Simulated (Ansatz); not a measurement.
Stepwise reaction of diethylzinc with hydrogen chloride, as a gas-phase model of exchange steps in deposition or etching. ΔE in kJ/mol.

Calculated with Ansatz (gas phase, PBE0-D4/def2-TZVP geometries, no zero-point term in ΔE). CCSD(T)/CBS adds triple-zeta CCSD(T) − MP2 to the extrapolated MP2 energy (def2 sets, frozen cores). This one scheme is used for every species. Functionals use def2-TZVPP. B3LYP here is the variant with VWN-RPA as its local correlation; programs differ in this. For Zn outer-core shells are correlated without core-valence functions, which leaves a few kJ/mol of doubt a bond. Scalar relativity is left out up to krypton. Each species was taken in one conformer, which may not be the lowest.

```json
{"step": "1", "reaction": "`C[CH2][Zn][CH2]C` + HCl → `C[CH2][Zn][Cl]` + `CC`", "PBE-D4": "-173.2", "B3LYP-D4": "-184.4", "ωB97M-V": "-183.1", "CCSD(T)/CBS": "-184.4"}
{"step": "2", "reaction": "`C[CH2][Zn][Cl]` + HCl → `[Cl][Zn][Cl]` + `CC`", "PBE-D4": "-131.8", "B3LYP-D4": "-143.4", "ωB97M-V": "-145.2", "CCSD(T)/CBS": "-150.0"}
```

By hand: ΔE of the 2 steps together at CCSD(T)/CBS.

(-184.4) + (-150.0) = -334.4 kJ/mol, or -167.2 kJ/mol a step.

In ΔE each step is higher than the one before. All are downhill at CCSD(T)/CBS. PBE-D4 differs from CCSD(T)/CBS by 11.2 to 18.2 kJ/mol a step. Isolated molecules leave out the surface, adducts and barriers. Largest T1 diagnostic: 0.013.
